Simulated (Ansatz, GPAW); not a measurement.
## A script for MgO (PBE in single-zeta orbitals)

These are simulated results from GPAW 26.7.0, not measurements. The cell began as a database structure and was relaxed with r2SCAN in plane waves (Ansatz 0.2.0). All runs are without spin polarisation.

The symmetry is P6_3/mmc (No. 194, hexagonal); a = 3.484 Å, c = 4.185 Å in the conventional setting, 11.00 Å³ an atom. Around Mg lie 5 O at 2.01–2.09 Å; around O lie 5 Mg at 2.01–2.09 Å.

The basis is minimal: single zeta, one radial function for each shell that the log's basis lists. It describes the filled bands fairly and the empty ones poorly.

Input script:

```python
import json
from ase import Atoms
from gpaw import GPAW, PW, FermiDirac

atoms = Atoms(['Mg', 'Mg', 'O', 'O'],
              cell=[[3.48408, 0.0, 0.0], [-1.74204, 3.017301, -0.0], [0.0, -0.0, 4.185317]],
              scaled_positions=[[0.666667, 0.333333, 0.75], [0.333333, 0.666667, 0.25], [0.666667, 0.333333, 0.25], [0.333333, 0.666667, 0.75]],
              pbc=True)
calc = GPAW(mode='lcao', basis='sz(dzp)', h=0.2, xc='PBE', kpts={'size': (6, 6, 4), 'gamma': True},
            occupations=FermiDirac(0.02), maxiter=100, legacy_gpaw=True, txt='gpaw.txt')
atoms.calc = calc
res = {'energy': atoms.get_potential_energy(force_consistent=True)}
res['electrons'] = calc.get_number_of_electrons()
res['k'] = calc.get_ibz_k_points().tolist()
res['levels'] = [calc.get_eigenvalues(kpt=i).tolist() for i in range(len(res['k']))]
points = [[0.0, 0.0, 0.0], [0.5, 0.0, 0.0], [0.333333, 0.333333, 0.0], [0.0, 0.0, 0.5], [0.5, 0.0, 0.5], [0.333333, 0.333333, 0.5]]
bands = calc.fixed_density(kpts=points, symmetry='off', txt='bands.txt')
res['points'] = [bands.get_eigenvalues(kpt=i).tolist() for i in range(len(points))]
json.dump(res, open('results.json', 'w'))
print('free energy (eV):', round(res['energy'], 5))
```

Command: `python run.py`. It took 85 s on 1 thread of Arm Neoverse V2 (shared host), peak memory 0.17 GiB.

The log gpaw.txt, trimmed of paths, versions and times, then the last line on the terminal. An iter line gives the energy in eV and the logarithms of the changes of orbitals (plane waves alone) and density (c: converged):

```
___ ___ ___ _ _ _
 |   |   |_  | | | |

 | | | | | . | | | |

 |__ |  _|___|_____|  26.7.0
 |___|_|

Input parameters:
  basis: sz(dzp)
  h: 0.2
  kpts: {gamma: True,
         size: (6, 6, 4)}
  maxiter: 100
  mode: lcao
  occupations: {fixmagmom: False,
                name: fermi-dirac,
                width: 0.02}
  xc: PBE

System changes: positions, numbers, cell, pbc, initial_charges, initial_magmoms

Initialize ...

species:
  Mg:
    name:    Magnesium
    Z:       12.0
    valence: 10
    core:    2
    charge:  0.0  # [|e|]
    compensation charges:
      type: gauss
      rc: 0.33  # [Å]
      lmax: 2
    cutoffs:
      filter: 1.86  # [Å]
      core: 0.54  # [Å]
    projectors
    | kind |    occ | energy [eV] | rcut [Å] |

    |------|--------|-------------|----------|

    |   2s |  2.000 |     -79.840 |    1.090 |

    |   3s |  2.000 |      -4.705 |    1.090 |

    |   2p |  6.000 |     -46.613 |    1.085 |

    |   3p |  0.000 |      -1.330 |    1.085 |

    |    d |        |       0.000 |    1.037 |

    LCAO basis set for Mg:
      Name: sz(dzp)
      Number of radial functions: 4
      Number of spherical harmonics: 8
        l=0, rc=2.7969 Bohr: 2s-sz confined orbital
        l=0, rc=9.2344 Bohr: 3s-sz confined orbital
        l=1, rc=3.1406 Bohr: 2p-sz confined orbital
        l=1, rc=12.7188 Bohr: 3p-sz confined orbital
      Number of RI-basis functions 0

  O:
    name:    Oxygen
    Z:       8.0
    valence: 6
    core:    2
    charge:  0.0  # [|e|]
    compensation charges:
      type: gauss
      rc: 0.21  # [Å]
      lmax: 2
    cutoffs:
      filter: 1.17  # [Å]
      core: 0.83  # [Å]
    projectors
    | kind |    occ | energy [eV] | rcut [Å] |

    |------|--------|-------------|----------|

    |   2s |  2.000 |     -23.961 |    0.688 |

    |   2p |  4.000 |      -9.029 |    0.598 |

    |    s |        |       3.251 |    0.688 |

    |    p |        |      18.182 |    0.598 |

    |    d |        |       0.000 |    0.619 |

    LCAO basis set for O:
      Name: sz(dzp)
      Number of radial functions: 2
      Number of spherical harmonics: 4
        l=0, rc=4.3438 Bohr: 2s-sz confined orbital
        l=1, rc=5.3906 Bohr: 2p-sz confined orbital
      Number of RI-basis functions 0

Reference energy: -14980.994380  # eV

Spin-paired calculation

Convergence criteria:
 Maximum [total energy] change in last 3 cyles: 0.0005 eV / valence electron
 Maximum integral of absolute [dens]ity change: 0.0001 electrons / valence electron
 Maximum integral of absolute [eigenst]ate change: 4e-08 eV^2 / valence electron
 Maximum number of scf [iter]ations: 100
 (Square brackets indicate name in SCF output, whereas a 'c' in
 the SCF output indicates the quantity has converged.)

Symmetries present (total): 2

  ( 1  0  0)  (-1  0  0)
  ( 0  1  0)  ( 0 -1  0)
  ( 0  0  1)  ( 0  0 -1)

144 k-points: 6 x 6 x 4 Monkhorst-Pack grid + [1/12,1/12,1/8]
76 k-points in the irreducible part of the Brillouin zone
       k-points in crystal coordinates                weights
   0:     0.00000000    0.00000000    0.00000000          1/144
   1:     0.00000000    0.00000000    0.25000000          2/144
   2:     0.00000000    0.00000000    0.50000000          1/144
   3:     0.00000000    0.16666667   -0.25000000          2/144
   4:     0.00000000    0.16666667    0.00000000          2/144
   5:     0.00000000    0.16666667    0.25000000          2/144
   6:     0.00000000    0.16666667    0.50000000          2/144
   7:     0.00000000    0.33333333   -0.25000000          2/144
   8:     0.00000000    0.33333333    0.00000000          2/144
   9:     0.00000000    0.33333333    0.25000000          2/144
          ...
  75:     0.50000000    0.50000000    0.50000000          1/144

Wave functions: LCAO
  Diagonalizer: Serial LAPACK
  Atomic Correction: dense with blas
  Data-type: complex

Occupation numbers: Fermi-Dirac:
  width: 0.0200  # eV

Eigensolver
   LCAO using direct dense diagonalizer

Densities:
  Coarse grid: 16*16*20 grid
  Fine grid: 32*32*40 grid
  Total Charge: 0.000000

Density mixing:
  Method: separate
  Backend: msr1
  Linear mixing parameter: 0.05
  old densities: 10
  Width of damping distribution: 1.1
  Damping of long wavelength oscillations: 20

Hamiltonian:
  XC and Coulomb potentials evaluated on a 32*32*40 grid
  Using the PBE Exchange-Correlation functional
  Interpolation: tri-quintic (5. degree polynomial)
  Poisson solver: FastPoissonSolver using
    Stencil: 8*3+1=25 point O(h^6) finite-difference Laplacian
    FFT axes: [np.int64(0), np.int64(1), np.int64(2)]
    FST axes: []

XC parameters: PBE with 2 nearest neighbor stencil

Memory estimate:
  Process memory now: 111.61 MiB
  Calculator: 20.39 MiB
    Density: 8.75 MiB
      Arrays: 1.02 MiB
      Localized functions: 6.95 MiB
      Mixer: 0.78 MiB
    Hamiltonian: 1.14 MiB
      Arrays: 0.66 MiB
      XC: 0.00 MiB
      Poisson: 0.00 MiB
      vbar: 0.48 MiB
    Wavefunctions: 10.50 MiB
      C [qnM]: 0.67 MiB
      S, T [2 x qmm]: 1.34 MiB
      P [aqMi]: 0.09 MiB
      BasisFunctions: 8.41 MiB
      Eigensolver: 0.00 MiB

Total number of cores used: 1

Number of atoms: 4
Number of atomic orbitals: 24
Number of bands in calculation: 24
Number of valence electrons: 32
Bands to converge: occupied
Positions:
   0 Mg     1.742042    1.005766    3.138988    ( 0.0000,  0.0000,  0.0000)
   1 Mg    -0.000002    2.011535    1.046329    ( 0.0000,  0.0000,  0.0000)
   2 O      1.742042    1.005766    1.046329    ( 0.0000,  0.0000,  0.0000)
   3 O     -0.000002    2.011535    3.138988    ( 0.0000,  0.0000,  0.0000)

Unit cell:
           periodic     x           y           z      points  spacing
  1. axis:    yes    3.484080    0.000000    0.000000    16     0.1886
  2. axis:    yes   -1.742040    3.017301   -0.000000    16     0.1886
  3. axis:    yes    0.000000   -0.000000    4.185317    20     0.2093

  Lengths:   3.484080   3.484079   4.185317
  Angles:   90.000000  90.000000 120.000006

Effective grid spacing dv^(1/3) = 0.2048

iter:   1   -23.142795        c
iter:   2   -22.459778        c -1.06
iter:   3   -20.275338        c -1.11
iter:   4   -20.271924        c -1.87
iter:   5   -20.274387c       c -2.02
iter:   6   -20.274372c       c -3.15
iter:   7   -20.274372c       c -4.45c

Converged after 7 iterations.

Energy contributions relative to reference atoms: (reference = -14980.994380)

Kinetic:        +51.445893
Potential:      -42.944548
External:        +0.000000
XC:             -29.879592
Entropy (-ST):   -0.000000
Local:           +1.103875
SIC:             +0.000000
--------------------------
Free energy:    -20.274372
Extrapolated:   -20.274372

Showing only first 2 kpts
 Kpt  Band  Eigenvalues  Occupancy
  0    14      3.78308    2.00000
  0    15      4.29660    2.00000
  0    16      7.48802    0.00000
  0    17     13.41493    0.00000

  1    14      3.63909    2.00000
  1    15      3.66297    2.00000
  1    16      8.79914    0.00000
  1    17     12.75096    0.00000

Fermi level: 6.32597

Gap: 3.191 eV
Transition (v -> c):
  (s=0, k=0, n=15, [0.00, 0.00, 0.00]) -> (s=0, k=0, n=16, [0.00, 0.00, 0.00])
No difference between direct/indirect transitions

free energy (eV): -20.27437
```

The gap in the log is over the mesh alone; results.json adds the listed points. PBE in single-zeta orbitals gives a gap of 3.19 eV. On the same cell, plane-wave PBE (Ansatz, 12×12×6 k points and the special points) gives a gap of 3.45 eV and r2SCAN a gap of 4.09 eV; on shared hosts these took about 3.4 and 9.6 core-seconds on the 4-atom cell, against 85 for the script. Semilocal gaps usually lie below measured ones.
